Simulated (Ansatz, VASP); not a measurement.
# InPd: VASP beside Ansatz

```
In Pd
1.0
     3.27188    0.00000    0.00000
     0.00000    3.27188    0.00000
     0.00000    0.00000    3.27188
In Pd
1 1
Direct
  0.00000 0.00000 0.00000
  0.50000 0.50000 0.50000
```

The cell comes from a database or a generator and needn't be the stable form of this composition.

Alike in both runs: task single point; functional PBE; k mesh 8 × 8 × 8; occupations gaussian, width 0.027 eV; no spin polarisation.

|  | VASP | Ansatz |
| --- | --- | --- |
| version | VASP 6.6.1 | Ansatz 0.2.0 |
| potentials or method | VASP PAW PBE potentials, release 64 (In_d, Pd) | Ansatz PAW |
| plane-wave cutoff (eV) | 520 | 420 |
| valence electrons in the cell | 23 | 31 |

|  | VASP | Ansatz | Ansatz less VASP |
| --- | --- | --- | --- |
| gap on the k mesh at the Fermi level (eV) | none | none | - |
| pressure (GPa) | 3.7 | 3.7 | -0.07 |

A gap of «none» marks a metal or a gap that the smearing closes. The functional is the same, so the differences come from potentials, cutoffs and numerics. The two sets of potentials don't hold the same shells in valence.
